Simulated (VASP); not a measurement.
# TiN (Fm-3m) in VASP: further runs

Runs on TiN. Level: PBEsol. Tasks: relaxation of cell and atoms.

Program: VASP 6.6.1. These are calculated values, not measurements. Logs are shortened: lines on timing, memory, paths and dates and some standing lists are left out, and cuts for length are marked.

### 1 Starting point

It takes space group Fm-3m (No. 225, cubic). The conventional cell has a = 4.238 Å, b = 4.238 Å, c = 4.238 Å, α = 90.00°, β = 90.00°, γ = 90.00°. Ti (site symmetry m-3m) has 6 N at 2.12 Å as nearest neighbours. N (site symmetry m-3m) has 6 Ti at 2.12 Å as nearest neighbours.

### 2 Relaxation of cell and atoms, PBEsol

File INCAR:

```
SYSTEM = TiN
ALGO = Normal ; EDIFF = 1E-6
EDIFFG = -0.01 ; ENCUT = 600
GGA = PS ; IBRION = 2
ISIF = 3 ; ISMEAR = 1
LASPH = .TRUE. ; LCHARG = .FALSE.
LREAL = .FALSE. ; LWAVE = .FALSE.
NELM = 80 ; NSW = 90
PREC = Accurate ; SIGMA = 0.1
```

File KPOINTS:

```
k-points
0
G
  16 16 16
  0 0 0
```

File POSCAR:

```
TiN
1.0
    0.0000000000      2.1190000000      2.1190000000
    2.1190000000      0.0000000000      2.1190000000
    2.1190000000      2.1190000000      0.0000000000
Ti N
1 1
Direct
    0.0000000000      0.0000000000      0.0000000000
    0.5000000000      0.5000000000      0.5000000000
```

Potentials or basis: VASP PAW PBE potentials, release 64 (Ti_sv, N).

On the command line:

```
$ cat potpaw_PBE.64/Ti_sv/POTCAR potpaw_PBE.64/N/POTCAR > POTCAR
$ mpirun -np 1 vasp_std > vasp.out
```

OUTCAR:

```text
SYSTEM = TiN
   EDIFF = 1E-6
   EDIFFG = -0.01
   ENCUT = 600
   GGA = PS
   IBRION = 2
   ISIF = 3
   ISMEAR = 1
   LASPH = .TRUE.
   LREAL = .FALSE.
   NELM = 80
   NSW = 90
   PREC = Accurate

 ion  position               nearest neighbor table
   1  0.000  0.000  0.000-   2 2.12   2 2.12   2 2.12   2 2.12   2 2.12   2 2.12
   2  0.500  0.500  0.500-   1 2.12   1 2.12   1 2.12   1 2.12   1 2.12   1 2.12

  LATTYP: Found a face centered cubic cell.
 ALAT       =     4.2380000000

  Lattice vectors:

 A1 = (   0.0000000000,   2.1190000000,   2.1190000000)
 A2 = (   2.1190000000,   0.0000000000,   2.1190000000)
 A3 = (   2.1190000000,   2.1190000000,   0.0000000000)

Analysis of symmetry for initial positions (statically):
=====================================================================
 Subroutine PRICEL returns:
 Original cell was already a primitive cell.

 Routine SETGRP: Setting up the symmetry group for a
 face centered cubic supercell.

 Subroutine GETGRP returns: Found 48 space group operations
 (whereof 48 operations were pure point group operations)
 out of a pool of 48 trial point group operations.

The static configuration has the point symmetry O_h .

Analysis of symmetry for dynamics (positions and initial velocities):
=====================================================================
 Subroutine PRICEL returns:
 Original cell was already a primitive cell.

 Routine SETGRP: Setting up the symmetry group for a
 face centered cubic supercell.

 Subroutine GETGRP returns: Found 48 space group operations
 (whereof 48 operations were pure point group operations)
 out of a pool of 48 trial point group operations.

The dynamic configuration has the point symmetry O_h .

 Subroutine INISYM returns: Found 48 space group operations
 (whereof 48 operations are pure point group operations),
 and found     1 'primitive' translations

----------------------------------------------------------------------------------------

                                     Primitive cell

  volume of cell :      19.0293

  direct lattice vectors                    reciprocal lattice vectors
     0.000000000  2.119000000  2.119000000    -0.235960359  0.235960359  0.235960359
     2.119000000  0.000000000  2.119000000     0.235960359 -0.235960359  0.235960359
     2.119000000  2.119000000  0.000000000     0.235960359  0.235960359 -0.235960359

  length of vectors
     2.996718539  2.996718539  2.996718539     0.408695330  0.408695330  0.408695330

  position of ions in fractional coordinates (direct lattice)
     0.000000000  0.000000000  0.000000000
[... 103 lines left out ...]
   GGA     = PS    functional components
   LHFCALC =     F    Hartree Fock is set to
   AEXX    =    0.0000 exact exchange contribution
   IVDW    =     0    specifies the selected vdW correction
   LEPSILON=     F    determine dielectric tensor
   LRPA    =     F    only Hartree local field effects (RPA)
 conjugate gradient relaxation of ions
 non-spin polarized calculation
 Methfessel and Paxton  Order N= 1 SIGMA  =   0.10
  energy-cutoff  :      600.00
  volume of cell :       19.03
 maximum number of plane-waves:       652
   NGX = 11   NGY = 11   NGZ = 11

--------------------------------------- Ionic step        1  -------------------------------------------

 number of electron      17.0000001 magnetization

 Free energy of the ion-electron system (eV)
  ---------------------------------------------------
  ext. energy  EPLUGINS =         0.00000000
  ---------------------------------------------------
  free energy    TOTEN  =       -20.77361488 eV

  energy without entropy =      -20.77224881  energy(sigma->0) =      -20.77315952

------------------------ aborting loop because EDIFF is reached ----------------------------------------

  FORCE on cell =-STRESS in cart. coord.  units (eV):
  Direction    XX          YY          ZZ          XY          YZ          ZX
  --------------------------------------------------------------------------------------
  -------------------------------------------------------------------------------------
  Total       -0.7814337     -0.7814337     -0.7814337      0.0000000     -0.0000000      0.0000000
  in kB      -65.7930266    -65.7930266    -65.7930266      0.0000000     -0.0000000      0.0000000
  external PRESSURE =     -65.7930266 kB  Pullay stress =       0.0000000 kB
[... 59 lines left out ...]
--------------------------------------- Ionic step        3  -------------------------------------------

 number of electron      16.9999998 magnetization

 Free energy of the ion-electron system (eV)
  ---------------------------------------------------
  ext. energy  EPLUGINS =         0.00000000
  ---------------------------------------------------
  free energy    TOTEN  =       -20.78267512 eV

  energy without entropy =      -20.78127858  energy(sigma->0) =      -20.78220961

 E-fermi :  11.6677     XC(G=0): -13.3641

 val. band max:       11.6642060558   @ k =   0.3750   0.1250   0.0000
 cond. band min:      11.6688056256   @ k =  -0.1875   0.0625   0.0000
 fundamental gap:      0.0045995698
 Fermi energy:        11.6677404081

 k-point     1 :       0.0000    0.0000    0.0000
  band No.  band energies     occupation
      1     -45.9141      2.00000
      2     -21.9748      2.00000
      3     -21.9748      2.00000
      4     -21.9748      2.00000
      5      -5.5389      2.00000
      6       9.6066      2.00000
      7       9.6066      2.00000
      8       9.6066      2.00000
      9      11.0042      2.00000
     10      11.0042      2.00000
     11      11.0042      2.00000
     12      12.2525     -0.00000
[... 331 lines left out ...]
 k-point    24 :      -0.0625    0.0625    0.0000
  band No.  band energies     occupation
      1     -45.9032      2.00000
      2     -22.0442      2.00000
      3     -21.9925      2.00000
      4     -21.9758      2.00000
      5      -5.3276      2.00000
      6       8.4982      2.00000
      7       8.7231      2.00000
      8       9.0445      2.00000
      9      11.1265      2.00000
     10      11.4370      2.00524
     11      11.5494      2.07037
     12      12.7134     -0.00000

 [... further k-points ...]

------------------------ aborting loop because EDIFF is reached ----------------------------------------

  FORCE on cell =-STRESS in cart. coord.  units (eV):
  Direction    XX          YY          ZZ          XY          YZ          ZX
  --------------------------------------------------------------------------------------
  -------------------------------------------------------------------------------------
  Total       -0.0030896     -0.0030896     -0.0030896      0.0000000      0.0000000     -0.0000000
  in kB       -0.2661341     -0.2661341     -0.2661341      0.0000000      0.0000000     -0.0000000
  external PRESSURE =      -0.2661341 kB  Pullay stress =       0.0000000 kB
[... 17 lines left out ...]
  FREE ENERGIE OF THE ION-ELECTRON SYSTEM (eV)
  ---------------------------------------------------
  free  energy   TOTEN  =       -20.7826751243 eV

  energy  without entropy=      -20.7812785787  energy(sigma->0) =      -20.78220961

 reached required accuracy - stopping structural energy minimisation
```

CONTCAR:

```text
TiN
   1.00000000000000
     0.0000000000000000    2.1029354751313925    2.1029354751313925
     2.1029354751313925   -0.0000000000000000    2.1029354751313925
     2.1029354751313925    2.1029354751313925    0.0000000000000000
  Ti              N
     1     1
Direct
     0.0000000000000000    0.0000000000000000    0.0000000000000000
     0.5000000000000000    0.5000000000000000    0.5000000000000000

  0.00000000E+00  0.00000000E+00  0.00000000E+00
  0.00000000E+00  0.00000000E+00  0.00000000E+00
```

It took 55 s on 1 thread of AMD EPYC 9R45 (Zen 5), shared host; peak memory 0.15 GiB.

Results:

```
Free energy                            : -20.7827 eV
Relaxed volume                         : 9.30 Å³/atom
Relaxed cell                           : a = 2.974 Å, b = 2.974 Å, c = 2.974 Å, α = 60.00°, β = 60.00°, γ = 60.00°
Space group after relaxing (to 0.05 Å) : Fm-3m (No. 225)
Energy gained by relaxing              : 4.5 meV/atom
Ionic steps                            : 3
Pressure after relaxing                : 0.0 GPa
Band gap on the k mesh                 : none (metal or under the smearing width)
```

Step by step:
```csv
step,energy change (eV),largest force (eV/Å),pressure (GPa),volume (Å³)
1,0.0000,0.0000,-6.58,19.03
2,0.0115,0.0000,10.91,17.97
3,-0.0091,0.0000,-0.03,18.60
```

Final structure:
```
Ti N
1.0
     0.00000    2.10294    2.10294
     2.10294    0.00000    2.10294
     2.10294    2.10294    0.00000
Ti N
1 1
Direct
  0.00000 0.00000 0.00000
  0.50000 0.50000 0.50000
```

Levels at points of the mesh, in eV from the Fermi level:
| k point | band 5 | band 6 | band 7 | band 8 | band 9 | band 10 | band 11 | band 12 |
| --- | --- | --- | --- | --- | --- | --- | --- | --- |
| (0.00, 0.00, 0.00) | -17.21 | -2.06 | -2.06 | -2.06 | -0.66 | -0.66 | -0.66 | 0.58 |
| (0.50, 0.00, 0.00) | -14.59 | -8.28 | -5.63 | -5.63 | 1.76 | 1.76 | 2.47 | 5.97 |
| (0.50, 0.50, 0.00) | -15.77 | -5.91 | -3.26 | -3.26 | -3.24 | 1.70 | 2.50 | 2.50 |

Caveat: the PAW data sets were made with another functional, which shifts forces and pressure a little.

### 3 Relaxation of cell and atoms, PBEsol

This run uses another cell than the first one, of 9.30 Å³/atom, 0.977 times its volume.

INCAR: that of step 2 with these lines changed.

```diff
@@ -1,4 +1,4 @@
 SYSTEM = TiN
-ALGO = Normal ; EDIFF = 1E-6
-EDIFFG = -0.01 ; ENCUT = 600
+ALGO = Normal ; EDIFF = 1E-7
+EDIFFG = -0.005 ; ENCUT = 600
 GGA = PS ; IBRION = 2
```

KPOINTS is that of step 2.

File POSCAR:

```
TiN                                     
1.0
    0.0000000000      2.1029354751      2.1029354751
    2.1029354751     -0.0000000000      2.1029354751
    2.1029354751      2.1029354751      0.0000000000
  Ti              N             
     1     1
Direct
     0.0000000000000000    0.0000000000000000    0.0000000000000000
     0.5000000000000000    0.5000000000000000    0.5000000000000000
```

Potentials or basis: VASP PAW PBE potentials, release 64 (Ti_sv, N).

On the command line:

```
$ cat potpaw_PBE.64/Ti_sv/POTCAR potpaw_PBE.64/N/POTCAR > POTCAR
$ mpirun -np 1 vasp_std > vasp.out
```

Wall time 24 s (1 thread of AMD EPYC 9R45 (Zen 5), shared host); peak memory 0.14 GiB.

It converged, with:

```yaml
Free_energy: -20.7818 eV
Pressure_after_relaxing: 0.0 GPa
Band_gap_on_the_k_mesh: none (metal or under the smearing width)
```

Final structure:
```xyz
2
Lattice="0.0000 2.1029 2.1029 2.1029 0.0000 2.1029 2.1029 2.1029 0.0000" Properties=species:S:1:pos:R:3 pbc="T T T"
Ti    0.0000    0.0000    0.0000
N     2.1029    2.1029    2.1029
```

Levels at points of the mesh, in eV from the Fermi level:
```tsv
k point	band 6	band 7	band 8	band 9	band 10	band 11	band 12
(0.00, 0.00, 0.00)	-2.06	-2.06	-2.06	-0.66	-0.66	-0.66	0.58
(0.50, 0.00, 0.00)	-8.28	-5.63	-5.63	1.76	1.76	2.47	5.97
(0.50, 0.50, 0.00)	-5.91	-3.26	-3.26	-3.24	1.70	2.50	2.50
```

Caveat: the relaxation stopped at its first step, so nothing moved; the PAW data sets were made with another functional, which shifts forces and pressure a little.
